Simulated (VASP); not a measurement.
Pd under changes of volume

One of the cells (14.676 Å³/atom); the others are scaled copies at fixed shape and fractional positions:

```
CELL_PARAMETERS angstrom
0.00000 1.94324 1.94324
1.94324 0.00000 1.94324
1.94324 1.94324 0.00000
ATOMIC_POSITIONS crystal
Pd 0.00000 0.00000 0.00000
```

```yaml
Program: VASP 6.6.1
Functional: PBE
Dispersion: D3(BJ)
Potentials_or_basis: VASP PAW PBE potentials, release 64 (Pd)
Cutoff: 520 eV
k_mesh: 10 × 10 × 10
Occupations: fermi-dirac, width 0.05 eV
Spin: no spin polarisation
```

```tsv
volume (Å³/atom)	energy over the lowest point (meV/atom)	pressure (GPa)
14.089	15.50	8.9
14.383	3.68	4.2
14.676	0.00	0.0
14.970	3.47	-3.6
15.263	?	?
```

Q: What does the run at 15.263 Å³/atom give?

A: Energy over the lowest point 13.24 meV/atom; pressure -6.8 GPa.

Worked out: A Birch-Murnaghan fit of order 2 (a polynomial in V^(-2/3)) to the other rows has its minimum at 14.68 Å³/atom with B0 = V·E''(V) = 198 GPa. It gives 13.53 meV/atom at 15.263 Å³/atom, against the run's 13.24, and -dE/dV = -7.2 GPa, against -6.8.

Energies are extrapolated to zero smearing.

Caveats: pairwise dispersion overbinds metals, which lowers pressure and volume.
